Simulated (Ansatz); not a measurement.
A run of Ansatz 0.2.0 is set up as follows.

input.yaml

```yaml
crystal:
  lattice:
    - [0.0, 2.1657188437, 2.1657188437]
    - [2.1657188437, 0.0, 2.1657188437]
    - [2.1657188437, 2.1657188437, 0.0]
  atoms:
    - { symbol: Ti, position: [0.0, 0.0, 0.0] }
    - { symbol: C, position: [0.5, 0.5, 0.5] }
hamiltonian:
  xc: pbe
  pseudopotentials: { kind: paw }
  dispersion: d3bj
kpoints:
  mp_grid: { grid: [11, 11, 11] }
scf:
  occupations: { method: fermi_dirac, width: 0.05 }
output:
  forces: true
  stress: true
  write_density: true
  write_potential: true
  elf: true
  volumetric_format: npy
relax:
  f_tol: 0.01
  max_steps: 40
  cell: { stress_tol: 0.05 }
```

Potentials or basis: Ansatz PAW.

Launch:

```console
$ ansatz run input.yaml --threads 2 --pin off --max-ram 5632MiB --backend cpu --events-out ev --progress --plain --runs-dir out
```

(1) What does it give for the band gap on the k mesh?

(2) What does it give for the relaxed volume?

(3) What does it give for the relaxed cell?

Results:

(1) none (metal or under the smearing width).

(2) 9.88 Å³/atom.

(3) a = 3.034 Å, b = 3.034 Å, c = 3.034 Å, α = 60.00°, β = 60.00°, γ = 60.00°.

Caveat: pairwise dispersion overbinds metals, which lowers pressure and volume.
